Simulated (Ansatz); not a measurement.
# BAs (F-43m) in Ansatz: a series of runs

Runs on BAs. Level: HSE06 form with a typed share of exact exchange. Tasks: single point.

Everything below comes from runs of Ansatz 0.2.0. Logs are shortened: lines on timing, memory, paths and dates and some standing lists are left out, and cuts for length are marked.

### Step 1. The crystal as given

The structure is cubic, space group F-43m (No. 216). The conventional cell has a = 4.777 Å, b = 4.777 Å, c = 4.777 Å, α = 90.00°, β = 90.00°, γ = 90.00°. As (site symmetry -43m) has 4 B at 2.07 Å as nearest neighbours. B (site symmetry -43m) is surrounded by 4 As at 2.07 Å.

### Step 2. Single point, HSE06 form with a typed share of exact exchange

Contents of input:

```
crystal:
  lattice:
    - [0.0, 2.3885, 2.3885]
    - [2.3885, 0.0, 2.3885]
    - [2.3885, 2.3885, 0.0]
  atoms:
    - { symbol: As, position: [0.75, 0.75, 0.75] }
    - { symbol: B, position: [0.0, 0.0, 0.0] }
hamiltonian:
  xc: { exchange: pbe, correlation: pbe, exx: { coeff: 0.25, omega: 0.1 } }
  pseudopotentials: { kind: paw }
kpoints:
  mp_grid: { grid: [5, 5, 5] }
scf:
  occupations: { method: fermi_dirac, width: 0.05 }
output:
  forces: true
  stress: true
  eigenvalues: true
```

Potentials or basis: Ansatz PAW.

Standard output:

```text
Warning: output.stress: scf.convergence.dr2_threshold = 1e-7 eV (the SCF's general default) is looser than the 2e-10 eV advised for a printed stress (1e-10 eV for each atom of the cell: 2). What an SCF threshold leaves in a stress goes as its square root, and in the free energy as the threshold itself, and one threshold admits the most on a small cell: of the crystals measured, under no hybrid functional and no lock of the moments, on runs that ended without the residual-converged pass, on stresses that held no estimate of that error, the worst erred by over 100 MPa in a component at 1e-7 eV an atom and by under 5 at 1e-10. Set scf.convergence.dr2_threshold to 2e-10 eV or tighter. The threshold is an SCF's pass mark: one that does not reach it within its budget of iterations ends unconverged, or closes short of it on a stop that the run arms, and scf.convergence.dr2_threshold's page says what that costs each kind of run
Warning: output.stress: scf.exx.energy_threshold = 1e-6 eV is looser than the 2e-8 eV advised for a stress under a hybrid functional (1e-8 eV for each atom of the cell: 2). Every SCF of the exchange loop can meet its threshold on dr2 while the loop round them stops early: no threshold on dr2 bounds what that leaves in the stress. Set scf.exx.energy_threshold to 2e-8 eV or tighter. The threshold is the loop's pass mark: a loop that does not reach it within its budget of cycles ends unconverged, and scf.exx.energy_threshold's page has the law
exact exchange: scf.exx.singularity resolves to wigner_seitz, which cuts the screened interaction at the faces of the exchange supercell's Wigner-Seitz cell, so that each pair interacts once, at the shortest of its separations (the periodic images that this leaves out come, for a point-like exchange hole, to about 0.044 eV on a filled level). The cut falls within the interaction's reach, and what an exchange supercell this small leaves in the energy, the band gaps and, where it is computed, the pressure is not bounded here. The exchange supercell (the smallest cell that an SCF of this deck is solved on times the 5×5×5 mesh of the exchange sum) has its nearest image at L = 16.89 Å, 1.69 times the interaction's range 1/ω = 10.00 Å. A denser mesh of the exchange sum (kpoints.mp_grid; where a k-mesh is refused, the cell repeated along its short axes), shrinks what is left. The k-mesh (kpoints.mp_grid) can leave an error of its own, as it does under a semilocal functional: two runs of this structure under PBE, one on that k-mesh and one on a denser one or on the cell repeated (per cell), show about how large it is in the energy; in a metal the hybrid's can be larger than they show. Converge the k-mesh under the hybrid itself. See scf.exx.q_mesh
GPUs: using 1 of 1 available (devices: 1).
Engine: ansatz 0.2.0, x86_64-unknown-linux-gnu
Pseudopotentials: kind: paw
Pseudopotential: As, paw, valence charge 15, recommended cutoff 420 eV (normal), As.paw.azcp
Pseudopotential: B, paw, valence charge 3, recommended cutoff 420 eV (normal), B.paw.azcp
Functional definition: unnamed
  parameter a_1 = 0.25
  parameter omega_1 = 0.1/angstrom
  exchange = pbe_x + (-a_1)*pbe_x_sr(omega_1) + a_1*exact_x_sr(omega_1)
  correlation = pbe_c
device memory: the entry about to start is reckoned to put 0.4 GiB on a device that reports 43.2 GiB free (of which the cap on the GPU budget leaves the run 18.0 GiB)
GPU FFT provider: cuFFT
GPU libraries: cuBLAS 13.8.2, cuFFT 12.4.0, cuSOLVER 12.3.4
Crystal: 2 atoms, lattice volume = 27.252 Å³
Basis set: ecut = 420 eV, 531 PW (Γ), exchange–correlation on 48×48×48 points (8 copies of the dense FFT grid, shifted against one another)
Bands: 13, of which v1, the nominal top of the filled ones, is band 9 counted from 1 (8 counted from 0)
Symmetry: 24 space group operations
Space group: F-43m (ITA 216), of the structure as read, at distance tolerance 3.0e-5 Å
k-points: 10 of 125 (time reversal used)
Non-local potential: As, projectors of the file, l = 0: 2, l = 1: 2, l = 2: 3, l = 3: 1
Non-local potential: B, projectors of the file, l = 0: 2, l = 1: 2, l = 2: 1
PAW form: soft (Blöchl's): semilocal exchange-correlation on the pseudo side does not see the compensation charge
PAW frozen core: As, regenerated for the run's functional, and the local potential with it (the file was generated under x = pbe(κ = 0.804, μ = 0.2195149727645171), c = pbe(β = 0.06672455060314922))
PAW frozen core: B, regenerated for the run's functional, and the local potential with it (the file was generated under x = pbe(κ = 0.804, μ = 0.2195149727645171), c = pbe(β = 0.06672455060314922))
PAW one-centre angular grid: As, 590 points (default); XC on 64 Gauss nodes
PAW one-centre angular grid: B, 110 points (default); XC on 64 Gauss nodes
Initial density: superposition of atomic densities (neutral atoms: chi_scale 0, normalization atom), corrected by the library's trained network
Initial wavefunctions: pseudopotential atomic-orbital guess
GPU buffer pool allocated for 13824 grid points (all kernels)
GPU transforms: local potential and band sums: pruned to the plane-wave sphere, on 24×24×24
Functional: x = pbe(κ = 0.804, μ = 0.2195149727645171), c = pbe(β = 0.06672455060314922), warm-up for x = pbe(κ = 0.804, μ = 0.2195149727645171) + 0.25 (exact − pbe) at short range (hse, ω = 0.1 Å⁻¹), c = pbe(β = 0.06672455060314922)
SCF iter   1: F=—  HF=-5012.043320 eV  |F-HF|=—  |Δ(HF+E_count)|=         —  Δρ=1.25e-3  dr2=3.28e-4  ethr=1.77e-3  ⟨swp⟩=5.5  Hψ=523  notcnv=0
preconditioner: auto → none  [insulator: Δε(μ)=1.183 eV  Ē_g=12.417 eV  σ=0.050 eV  W_gap=1.00  n_scr=8 (ndim 8)  ℏωp=20.1 eV  f_vac=0.001  D(μ)=0.00/eV (n_scr^D=0)]
SCF iter   2: F=-5012.043495 eV  HF=-5012.043455 eV  |F-HF|=4.05e-5  |Δ(HF+E_count)|=   1.35e-4  Δρ=5.69e-4  dr2=6.88e-5  ethr=1.82e-6  ⟨swp⟩=4.0  Hψ=349  notcnv=0
SCF 1 stopped early in 2 iterations: F = -5012.043495 eV  dr2 = 6.88e-5
device memory: the entry about to start is reckoned to put 1.0 GiB on a device that reports 43.2 GiB free (of which the cap on the GPU budget leaves the run 18.0 GiB)
GPU FFT provider: cuFFT
GPU libraries: cuBLAS 13.8.2, cuFFT 12.4.0, cuSOLVER 12.3.4
Initial density: handed on by an earlier stage of this run
Initial wavefunctions: those handed on with the density
GPU buffer pool allocated for 13824 grid points (all kernels)
GPU transforms: local potential and band sums: pruned to the plane-wave sphere, on 24×24×24
Functional: x = pbe(κ = 0.804, μ = 0.2195149727645171) + 0.25 (exact − pbe) at short range (hse, ω = 0.1 Å⁻¹), c = pbe(β = 0.06672455060314922)
Exchange kernel: α = 0.2500, screened, ω = 0.1000 Å⁻¹, Wigner–Seitz truncation, v(0) = 3136.6333 eV·Å³, q-mesh 5×5×5, nearest image of the exchange supercell L = 16.89 Å, pair-density grid 15×15×15, without the augmentation charges, whose exchange is taken in its separable form by FFT convolution over the k-point mesh (sized by the pseudopotential files, 20×20×20 at the most), smooth part of the exact exchange by density-matrix convolution in up to 1020.5 MiB of GPU memory as planned if the GPU has room (build and FFT work areas not counted)
Frozen-core exchange: fock
SCF iter   1: F=—  HF=-5013.481089 eV  |F-HF|=—  |Δ(HF+E_count)|=         —  Δρ=6.65e-3  dr2=6.57e-3  ethr=3.82e-6  ⟨swp⟩=5.5  Hψ=563  notcnv=0
preconditioner: auto → none  [insulator: Δε(μ)=2.089 eV  Ē_g=14.475 eV  σ=0.050 eV  W_gap=1.00  n_scr=8 (ndim 8)  ℏωp=20.1 eV  f_vac=0.001  D(μ)=0.00/eV (n_scr^D=0)]
SCF iter   2: F=—  HF=-5013.473468 eV  |F-HF|=—  |Δ(HF+E_count)|=   7.62e-3  Δρ=3.05e-3  dr2=1.73e-3  ethr=3.82e-6  ⟨swp⟩=4.0  Hψ=448  notcnv=0
SCF iter   3: F=—  HF=-5013.473148 eV  |F-HF|=—  |Δ(HF+E_count)|=   3.20e-4  Δρ=1.32e-3  dr2=4.66e-4  ethr=3.82e-6  ⟨swp⟩=2.6  Hψ=230  notcnv=0
SCF iter   4: F=—  HF=-5013.477609 eV  |F-HF|=—  |Δ(HF+E_count)|=   4.46e-3  Δρ=7.23e-4  dr2=5.10e-5  ethr=8.81e-7  ⟨swp⟩=4.0  Hψ=421  notcnv=0
iter 5 solved again at ethr=1.59e-9 eV; its pass at ethr=2.68e-7 eV (dr2=2.87e-7 eV) is discarded
SCF iter   5: F=-5013.477573 eV  HF=-5013.477573 eV  |F-HF|=4.38e-8  |Δ(HF+E_count)|=   3.59e-5  Δρ=4.51e-5  dr2=4.44e-6  ethr=1.59e-9  ⟨swp⟩=4.1  Hψ=628  notcnv=0  defer=1
SCF 2 stopped early in 5 iterations: F = -5013.477573 eV  dr2 = 4.44e-6
hybrid outer 1: dexx = +5.223e-3 eV, tail = 6.23e-5 eV
GPU FFT provider: cuFFT
GPU libraries: cuBLAS 13.8.2, cuFFT 12.4.0, cuSOLVER 12.3.4
GPU buffer pool allocated for 13824 grid points (all kernels)
GPU transforms: local potential and band sums: pruned to the plane-wave sphere, on 24×24×24
Exchange kernel: α = 0.2500, screened, ω = 0.1000 Å⁻¹, Wigner–Seitz truncation, v(0) = 3136.6333 eV·Å³, q-mesh 5×5×5, nearest image of the exchange supercell L = 16.89 Å, pair-density grid 15×15×15, without the augmentation charges, whose exchange is taken in its separable form by FFT convolution over the k-point mesh (sized by the pseudopotential files, 20×20×20 at the most), smooth part of the exact exchange by density-matrix convolution in up to 1020.5 MiB of GPU memory as planned if the GPU has room (build and FFT work areas not counted)
Frozen-core exchange: fock
SCF iter   1: F=—  HF=-5013.477855 eV  |F-HF|=—  |Δ(HF+E_count)|=         —  Δρ=1.07e-4  dr2=1.82e-6  ethr=1.73e-6  ⟨swp⟩=3.5  Hψ=280  notcnv=0
preconditioner: auto → none  [insulator: Δε(μ)=2.138 eV  Ē_g=14.481 eV  σ=0.050 eV  W_gap=1.00  n_scr=8 (ndim 8)  ℏωp=20.1 eV  f_vac=0.001  D(μ)=0.00/eV (n_scr^D=0)]
SCF iter   2: F=—  HF=-5013.477855 eV  |F-HF|=—  |Δ(HF+E_count)|=   3.55e-7  Δρ=1.38e-5  dr2=1.61e-7  ethr=8.26e-9  ⟨swp⟩=4.0  Hψ=359  notcnv=0
SCF iter   3: F=—  HF=-5013.477856 eV  |F-HF|=—  |Δ(HF+E_count)|=   1.25e-6  Δρ=1.82e-5  dr2=5.72e-8  ethr=1.44e-10  ⟨swp⟩=4.4  Hψ=450  notcnv=0
SCF iter   4: F=-5013.477856 eV  HF=-5013.477856 eV  |F-HF|=7.46e-11  |Δ(HF+E_count)|=   1.52e-8  Δρ=3.71e-6  dr2=4.42e-9  ethr=1.44e-10  ⟨swp⟩=3.0  Hψ=257  notcnv=0
SCF 3 converged in 4 iterations: F = -5013.477856 eV  dr2 = 4.42e-9
  Residual-converged pass: ⟨swp⟩=3.0  Hψ=251  notcnv=0  max |occ|·‖R‖ = 2.3e-6 eV (tolerance 2.4e-6 eV)  dr2=4.36e-9  dr2_onsite=5.55e-10  max |Δocc| = 3.6e-19
hybrid outer 2: dexx = +1.516e-6 eV, tail = 4.43e-8 eV, Δε = 3.54e-3 eV (about 1.50e-4 eV left of the loop's levels)
hybrid SCF converged: 2 outer / 9 inner (+2 warm-up), last move |dexx| = 1.52e-6 eV, tail = 4.43e-8 eV
Stability not checked: this state was not tested for a lower state beside it, because the functional holds exact exchange (a hybrid, or Hartree-Fock), whose exchange loop this test does not read (fock_operator; see scf.lower_state_search)
Free energy (F): -5013.477856 eV
Frozen-core exchange: fock
Harris-Foulkes:  -5013.477856 eV  (|F-HF|=7.46e-11)
Internal energy: -5013.477856 eV  (E = F + TS)
E sigma→0 (E₀):  -5013.477856 eV
Fermi energy:    11.640855 eV
--- Per-component energies (eV) ---
  E_band       = -260.882371
  E_kinetic    = 151.203084
  E_local      = -1693.594179  (includes V_loc(G=0)·N_el)
  E_nonlocal   = -658.793844
  E_hartree    = 940.934266
  E_xc         = -88.202626
  E_vxc        = -92.883416  (∫ρ·V_xc dr)
  E_exx        = -70.535534  (= α·E_x^exact, valence–valence)
  E_paw        = -1867.941223  (= ΣΔE_a)
  E_vpaw       = 292.388992  (= ΣTr[D̂ρ^β])
  E_aug_tail   = 0.000007  (compensation charges beyond the density's cutoff)
  E_ewald      = -1725.774997
  E_core_change = -0.772809  (= ΣΔE_core)
  E_smearing   = -0.000000  (= −TS)
  E_closure    = -0.000001  (closes the sum)
  Σ components = -5013.477856   (vs F -5013.477856, Δ=-9.09e-13)
--- Forces (eV/Å), atoms counted from 1 ---
  atom   1  As    -0.00000000     0.00000000     0.00000000
  atom   2  B     -0.00000000     0.00000000     0.00000000
  max |Σ_I F_I| component: 5.21e-16 eV/Å
--- Stress (GPa, compression-positive) ---
       -0.575500       0.000000      -0.000000
        0.000000      -0.575500       0.000000
       -0.000000       0.000000      -0.575500
  P = ⅓ Tr σ = -0.5755 GPa (-5.755 kbar)
--- Band table (eV; the first three rows and the last of 10) ---
  k-point 0: bands = ["-28.7706", "-28.7706", "-28.7706", "-28.7432", "-28.7432", "-6.4357", "10.5891", "10.5891", "10.5891", "15.0160", "15.0160", "15.0160", "16.8025"]
  k-point 1: bands = ["-28.7695", "-28.7680", "-28.7680", "-28.7430", "-28.7430", "-5.7188", "6.4665", "9.6420", "9.6420", "15.0152", "16.2304", "16.2304", "19.3567"]
  k-point 2: bands = ["-28.7676", "-28.7648", "-28.7648", "-28.7416", "-28.7416", "-3.8383", "1.7795", "8.6997", "8.6997", "14.5401", "16.6735", "16.6735", "20.9687"]
  k-point 9: bands = ["-28.7689", "-28.7622", "-28.7565", "-28.7457", "-28.7402", "-2.2803", "2.0642", "4.5681", "6.0235", "16.2500", "17.1922", "18.1004", "22.0228"]
```

Run time: 7.1 s. Hardware: 1 × NVIDIA H100 80GB HBM3 with 2 threads of AMD EPYC 7R13 (Zen 3), shared host; peak memory 1.6 GiB.

Results:

```
Free energy            : -5013.4779 eV
Pressure               : -0.6 GPa
Band gap on the k mesh : 2.14 eV, indirect (least direct gap 4.43 eV)
```

Caveat: the k mesh is coarse (spacing up to 0.46 Å⁻¹), so the values aren't converged, least of all with exact exchange; odd divisions of the mesh miss points on the zone boundary, where band edges often lie, so the gap on the mesh can be too wide; the PAW data sets come from PBE, with cores solved anew for the run's functional, which leaves a small shift of forces and pressure; the thresholds are loose for stress. A k mesh can miss the band edges.

### Step 3. Single point, HSE06 form with a typed share of exact exchange

input, as its differences from that of step 2:

```diff
@@ -9,3 +9,6 @@
 hamiltonian:
-  xc: { exchange: pbe, correlation: pbe, exx: { coeff: 0.25, omega: 0.1 } }
+  xc:
+    exchange: pbe
+    correlation: pbe
+    exx: { coeff: 0.25, omega: 0.15 }
   pseudopotentials: { kind: paw }
```

Potentials or basis: Ansatz PAW.

Standard output:

```text
Warning: output.stress: scf.convergence.dr2_threshold = 1e-7 eV (the SCF's general default) is looser than the 2e-10 eV advised for a printed stress (1e-10 eV for each atom of the cell: 2). What an SCF threshold leaves in a stress goes as its square root, and in the free energy as the threshold itself, and one threshold admits the most on a small cell: of the crystals measured, under no hybrid functional and no lock of the moments, on runs that ended without the residual-converged pass, on stresses that held no estimate of that error, the worst erred by over 100 MPa in a component at 1e-7 eV an atom and by under 5 at 1e-10. Set scf.convergence.dr2_threshold to 2e-10 eV or tighter. The threshold is an SCF's pass mark: one that does not reach it within its budget of iterations ends unconverged, or closes short of it on a stop that the run arms, and scf.convergence.dr2_threshold's page says what that costs each kind of run
Warning: output.stress: scf.exx.energy_threshold = 1e-6 eV is looser than the 2e-8 eV advised for a stress under a hybrid functional (1e-8 eV for each atom of the cell: 2). Every SCF of the exchange loop can meet its threshold on dr2 while the loop round them stops early: no threshold on dr2 bounds what that leaves in the stress. Set scf.exx.energy_threshold to 2e-8 eV or tighter. The threshold is the loop's pass mark: a loop that does not reach it within its budget of cycles ends unconverged, and scf.exx.energy_threshold's page has the law
GPUs: using 1 of 1 available (devices: 1).
[... 5 set-up lines as earlier in the session ...]
[... 94 lines left out ...]
        0.000000      -0.478786       0.000000
       -0.000000       0.000000      -0.478786
  P = ⅓ Tr σ = -0.4788 GPa (-4.788 kbar)
--- Band table (eV; the first three rows and the last of 10) ---
  k-point 0: bands = ["-28.6665", "-28.6665", "-28.6665", "-28.6390", "-28.6390", "-6.3280", "10.6682", "10.6682", "10.6682", "14.9406", "14.9406", "14.9406", "16.7169"]
  k-point 1: bands = ["-28.6653", "-28.6638", "-28.6638", "-28.6388", "-28.6388", "-5.6112", "6.5633", "9.7253", "9.7253", "14.9361", "16.1489", "16.1489", "19.2668"]
  k-point 2: bands = ["-28.6634", "-28.6606", "-28.6606", "-28.6374", "-28.6374", "-3.7318", "1.8875", "8.7878", "8.7878", "14.4609", "16.5901", "16.5901", "20.8822"]
  k-point 9: bands = ["-28.6647", "-28.6580", "-28.6523", "-28.6415", "-28.6360", "-2.1746", "2.1690", "4.6713", "6.1199", "16.1657", "17.1077", "18.0120", "21.9283"]
```

It took 8.9 s on 1 × NVIDIA H100 80GB HBM3 with 2 threads of AMD EPYC 7R13 (Zen 3), shared host; peak memory 1.6 GiB.

What came out:

| Item | Value |
| --- | --- |
| Free energy | -5013.4629 eV |
| Pressure | -0.5 GPa |
| Band gap on the k mesh | 1.98 eV, indirect (least direct gap 4.27 eV) |

Caveat: the k mesh is coarse (spacing up to 0.46 Å⁻¹), so the values aren't converged, least of all with exact exchange; odd divisions of the mesh miss points on the zone boundary, where band edges often lie, so the gap on the mesh can be too wide; the PAW data sets come from PBE, with cores solved anew for the run's functional, which leaves a small shift of forces and pressure; the thresholds are loose for stress. A k mesh can miss the band edges.

### Step 4. Single point, HSE06 form with a typed share of exact exchange

input, as its differences from that of step 3:

```diff
@@ -9,6 +9,3 @@
 hamiltonian:
-  xc:
-    exchange: pbe
-    correlation: pbe
-    exx: { coeff: 0.25, omega: 0.15 }
+  xc: { exchange: pbe, correlation: pbe, exx: { coeff: 0.25, omega: 0.2 } }
   pseudopotentials: { kind: paw }
```

Wall time 8 s (1 × NVIDIA H100 80GB HBM3 with 2 threads of AMD EPYC 7R13 (Zen 3), shared host); peak memory 1.6 GiB.

Results (log left out):

```yaml
Free_energy: -5013.4441 eV
Pressure: -0.3 GPa
Band_gap_on_the_k_mesh: 1.86 eV, indirect (least direct gap 4.14 eV)
```

Levels at points of the mesh, in eV from the valence-band top:
```csv
k point,band 5,band 6,band 7,band 8,band 9,band 10,band 11,band 12,band 13
"(0.00, 0.00, 0.00)",-39.27,-16.95,0.00,0.00,0.00,4.14,4.14,4.14,5.91
```

Caveat: the k mesh is coarse (spacing up to 0.46 Å⁻¹), so the values aren't converged, least of all with exact exchange; odd divisions of the mesh miss points on the zone boundary, where band edges often lie, so the gap on the mesh can be too wide; the PAW data sets come from PBE, with cores solved anew for the run's functional, which leaves a small shift of forces and pressure; the thresholds are loose for stress.

(Continued in part 2 of 2.)
